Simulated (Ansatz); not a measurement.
# PbI2: all-electron results

```
Pb I
1.0
     4.55500    0.00000    0.00000
    -2.27750    3.94475    0.00000
     0.00000    0.00000    6.97700
Pb I
1 2
Direct
  0.00000 0.00000 0.00000
  0.33333 0.66667 0.26500
  0.66667 0.33333 0.73500
```

Atom numbers follow the list: Pb1, I2, I3.

The cell is COD entry 9009114, as deposited and not checked against the literature; nothing was relaxed.

Spin–orbit coupling is left out, though it moves levels of the heavy atoms by tenths of an eV or more.

All numbers are computed: DFT, PBEsol, all-electron LAPW, scalar-relativistic (Ansatz 0.2.0); DFT, PBEsol, PAW with Ansatz's default frozen-core files, scalar-relativistic (Ansatz 0.2.0); DFT, PBEsol, all-electron PAW with datasets made for the crystal, scalar-relativistic (Ansatz 0.2.0).

For LAPW: a Γ-centred 8×8×5 k mesh, Fermi–Dirac smearing of 0.02 eV, basis error target 1 meV/atom, no spin polarisation. PAW takes a cutoff of 420 eV at this cell (files made with PBE, cores remade for this functional). The crystal-made all-electron datasets (AE datasets) take a cutoff of 240 eV at this cell. The Ansatz runs share mesh, smearing and spin set-up. Values come from LAPW unless marked.

No spin–orbit coupling: at heavy atoms the gradients can be off by tens of per cent for that reason.

```json
{
  "Band gap": "2.12 eV, direct at A (0, 0, 0.5)",
  "Stress xx, yy, zz (compression positive)": "0.01, 0.01, 0.16 GPa",
  "Largest force": "0.009 eV/Å on I2",
  "Löwdin charges (with 0.07 e of the cell spilling out of the atomic basis, so their sizes and signs hang on that basis)": "Pb1 0.31, I2 -0.12 e",
  "Bader charges (from the PAW run)": "Pb1 +0.89, I2 -0.45 e",
  "Field gradients Vzz (crystal-made datasets)": "Pb1 1.75 (η = 0.00), I2 0.58 (η = 0.00) in 10²¹ V/m²",
  "Volume per atom": "41.79 Å³",
  "Pressure at this cell": "0.06 GPa"
}
```
